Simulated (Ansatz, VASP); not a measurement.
Gd: VASP beside Ansatz

File INCAR:

```
SYSTEM = Gd
ALGO = Normal ; EDIFF = 1E-7
ENCUT = 520 ; GGA = PE
ISIF = 2 ; ISMEAR = -1
ISPIN = 2 ; LASPH = .TRUE.
LCHARG = .FALSE. ; LMAXMIX = 6
LORBIT = 11 ; LREAL = .FALSE.
LWAVE = .FALSE. ; MAGMOM = 7
NBANDS = 19 ; NELM = 150
PREC = Accurate ; SIGMA = 0.05
```

Contents of KPOINTS:

```
k-points
0
G
  9 9 9
  0 0 0
```

The input POSCAR:

```
Gd
1.0
    0.0000000000      2.6029442143      2.6029442143
    2.6029442143      0.0000000000      2.6029442143
    2.6029442143      2.6029442143      0.0000000000
Gd
1
Direct
    0.0000000000      0.0000000000      0.0000000000
```

File input.yaml:

```yaml
crystal:
  lattice:
    - [0.0, 2.6029442143, 2.6029442143]
    - [2.6029442143, 0.0, 2.6029442143]
    - [2.6029442143, 2.6029442143, 0.0]
  atoms:
    - { symbol: Gd, position: [0.0, 0.0, 0.0], spin: 7.0 }
hamiltonian:
  xc: pbe
  pseudopotentials: { kind: paw }
magnetization:
  spin_polarized: true
kpoints:
  mp_grid: { grid: [9, 9, 9] }
scf:
  occupations: { method: fermi_dirac, width: 0.05 }
output:
  forces: true
  stress: true
  eigenvalues: true
```

Change from the starting cell: volume scaled by 1.02.

Alike in both runs: task single point; functional PBE; k mesh 9 × 9 × 9; occupations fermi-dirac, width 0.05 eV; collinear spin, ferromagnetic start.

|  | VASP | Ansatz |
| --- | --- | --- |
| version | VASP 6.6.1 | Ansatz 0.2.0 |
| potentials or method | VASP PAW PBE potentials, release 64 (Gd) | Ansatz PAW |
| plane-wave cutoff (eV) | 520 | 420 |
| valence electrons in the cell | 18 | 18 |

Ansatz gave:

| Quantity | Value |
| --- | --- |
| gap on the k mesh at the Fermi level (eV) | none |
| pressure (GPa) | -1.8 |
| net moment per atom (μB) | 7.61 |
| size of the moment on the site where the two differ most (μB) | 7.34 |

Task: Which values does VASP return?

Result: gap on the k mesh at the Fermi level (eV): none; pressure (GPa): -1.8; net moment per atom (μB): 7.62; size of the moment on the site where the two differ most (μB): 6.97.

Site moments also hang on the region over which each program counts them. A gap of «none» marks a metal or a gap that the smearing closes. The functional is the same, so the differences come from potentials, cutoffs and numerics.

Caveats: spin-orbit coupling is left out, which moves the levels of the heavy elements. The state reached can hang on the start; a lower one may exist.
